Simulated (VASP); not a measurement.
# BeTe: relaxation of cell and atoms with HSE06

The system is BeTe.

```xyz
2
Lattice="0.0000 2.8061 2.8061 2.8061 0.0000 2.8061 2.8061 2.8061 0.0000" Properties=species:S:1:pos:R:3 pbc="T T T"
Be    0.0000    0.0000    0.0000
Te    1.4031    1.4031    1.4031
```

```json
{"Program": "VASP 6.6.1", "Task": "relaxation of cell and atoms", "Functional": "HSE06", "Potentials or basis": "VASP PAW PBE potentials, release 64 (Be, Te)", "Cutoff": "520 eV", "k mesh": "6 × 6 × 6", "Occupations": "gaussian, width 0.03 eV", "Spin": "no spin polarisation", "Grid for exact exchange (PRECFOCK)": "Fast", "Screening parameter": "0.2 1/A", "Further INCAR settings": "ALGO = Normal; EDIFF = 1e-06; IBRION = 2; EDIFFG = -0.01; NSW = 25; ISIF = 3"}
```

```json
{
 "Relaxed volume": "22.28 Å³/atom",
 "Relaxed cell": "a = 3.979 Å, b = 3.979 Å, c = 3.979 Å, α = 60.00°, β = 60.00°, γ = 60.00°",
 "Space group after relaxing (to 0.05 Å)": "F-43m (No. 216)",
 "Energy gained by relaxing": "0.3 meV/atom",
 "Ionic steps": "3",
 "Pressure after relaxing": "0.0 GPa",
 "Band gap on the k mesh": "2.65 eV, indirect (least direct gap 4.49 eV)"
}
```

Step by step:
```
step  energy change (eV)  largest force (eV/Å)  pressure (GPa)  volume (Å³)
   1              0.0000                0.0000            0.49        44.19
   2             -0.0005                0.0000           -0.09        44.63
   3             -0.0005                0.0000           -0.02        44.55
```

Final structure:
```
Be Te
1.0
     0.00000    2.81370    2.81370
     2.81370    0.00000    2.81370
     2.81370    2.81370    0.00000
Be Te
1 1
Cartesian
  0.0000 0.0000 0.0000
  1.4068 1.4068 1.4068
```

Levels at points of the mesh, in eV from the valence-band top:
```tsv
k point	band 1	band 2	band 3	band 4	band 5	band 6	band 7	band 8
(0.00, 0.00, 0.00)	-13.47	0.00	0.00	0.00	4.49	4.49	4.49	4.63
(0.50, 0.00, 0.00)	-11.95	-6.13	-1.23	-1.23	3.85	5.49	5.49	8.86
(0.50, 0.50, 0.00)	-11.39	-5.68	-2.89	-2.89	2.65	3.39	11.12	11.12
```

Wall time 97 s on 4 MPI ranks on Intel(R) Xeon(R) 6975P-C (Granite Rapids) (shared host), peak memory 0.27 GiB a rank.

Caveat: the PAW data sets were made with another functional, which shifts forces and pressure a little; spin-orbit coupling is left out, which moves the levels of the heavy elements. A k mesh can miss the band edges.
